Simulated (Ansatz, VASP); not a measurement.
## Sr: VASP beside Ansatz

```
Sr
1.0
    -4.18605    4.18605    3.60049
     4.18605   -4.18605    3.60049
     4.18605    4.18605   -3.60049
Sr
4
Direct
  0.33545 0.16455 0.50000
  0.66455 0.83545 0.50000
  0.83545 0.33545 0.17090
  0.16455 0.66455 0.82910
```

Change from the starting cell: volume scaled by 1.02.

Alike in both runs: task single point; functional PBE; k mesh 5 × 5 × 5; occupations fermi-dirac, width 0.05 eV; no spin polarisation.

|  | VASP | Ansatz |
| --- | --- | --- |
| version | VASP 6.6.1 | Ansatz 0.2.0 |
| potentials or method | VASP PAW PBE potentials, release 64 (Sr_sv) | Ansatz PAW |
| plane-wave cutoff (eV) | 520 | 420 |
| valence electrons in the cell | 40 | 40 |

```csv
,VASP,Ansatz,Ansatz less VASP
gap on the k mesh at the Fermi level (eV),none,none,-
pressure (GPa),-0.5,-0.5,0.00
rms of the force components (eV/Å),0.063,0.063,-0.0006
```

Atom by atom the forces differ by 0.001 eV/Å (rms over components). A gap of «none» marks a metal or a gap that the smearing closes.
